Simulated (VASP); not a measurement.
Write the native input for VASP 6.6.1 that does the following.

```yaml
Task: band structure
Functional: LDA
Potentials_or_basis: VASP PAW LDA potentials, release 64 (Ge_d)
Cutoff: 520 eV
k_mesh: 5 × 5 × 5
Occupations: fermi-dirac, width 0.05 eV
Spin: no spin polarisation
Further_INCAR_settings: ALGO = Normal; EDIFF = 1e-07
```

The structure of Ge lies in POSCAR:

```
Ge
1.0
    0.0000000000      2.8857400000      5.1156650000
    2.6304970000      0.0000000000      5.1156650000
    2.6304970000      2.8857400000      0.0000000000
Ge
4
Direct
    0.7264900000      0.2735100000      0.7264900000
    0.2735100000      0.7264900000      0.2735100000
    0.2181330000      0.2181330000      0.7818670000
    0.7818670000      0.7818670000      0.2181330000
```

This isn't the form of Ge at room conditions, which is diamond.

The input as run:

INCAR

```
PREC = Accurate
ENCUT = 520
EDIFF = 1E-7
ISMEAR = -1
SIGMA = 0.05
LREAL = False
LASPH = True
NELM = 100
ALGO = Normal
ISIF = 2
LWAVE = False
LCHARG = False
```

KPOINTS

```
regular mesh
0
Gamma
  5 5 5
```

KPOINTS_OPT

```
path GYCDXGZD1HC,C1Z,XH1,HY,LG
10
line-mode
reciprocal
 0.0000000000  0.0000000000  0.0000000000  G
 0.5000000000  0.0000000000  0.5000000000  Y

 0.5000000000  0.0000000000  0.5000000000  Y
 0.5000000000  0.1083705569  0.6083705569  C

 0.5000000000  0.1083705569  0.6083705569  C
 0.0286819066  0.5000000000  0.5286819066  D

 0.0286819066  0.5000000000  0.5286819066  D
 0.0000000000  0.5000000000  0.5000000000  X

 0.0000000000  0.5000000000  0.5000000000  X
 0.0000000000  0.0000000000  0.0000000000  G

 0.0000000000  0.0000000000  0.0000000000  G
 0.5000000000  0.5000000000  0.0000000000  Z

 0.5000000000  0.5000000000  0.0000000000  Z
 0.9713180934  0.5000000000  0.4713180934  D1

 0.9713180934  0.5000000000  0.4713180934  D1
 0.9098640972  0.4098640972  0.5000000000  H

 0.9098640972  0.4098640972  0.5000000000  H
 0.5000000000  0.1083705569  0.6083705569  C

 0.5000000000  0.8916294431  0.3916294431  C1
 0.5000000000  0.5000000000  0.0000000000  Z

 0.0000000000  0.5000000000  0.5000000000  X
 0.0901359028  0.5901359028  0.5000000000  H1

 0.9098640972  0.4098640972  0.5000000000  H
 0.5000000000  0.0000000000  0.5000000000  Y

 0.5000000000  0.5000000000  0.5000000000  L
 0.0000000000  0.0000000000  0.0000000000  G
```

Potentials or basis: VASP PAW LDA potentials, release 64 (Ge_d).

The run is started by

```console
$ cat potpaw_LDA.64/Ge_d/POTCAR > POTCAR
$ mpirun -np 1 vasp_std > vasp.out
```

It gave:

```
Pressure                : -5.3 GPa
Largest force           : 0.117 eV/Å
Band gap along the path : none (metal or under the smearing width)
```

Wall time 6.5 min on 1 thread of Intel(R) Xeon(R) Platinum 8559C (Emerald Rapids) (shared host), peak memory 0.25 GiB.
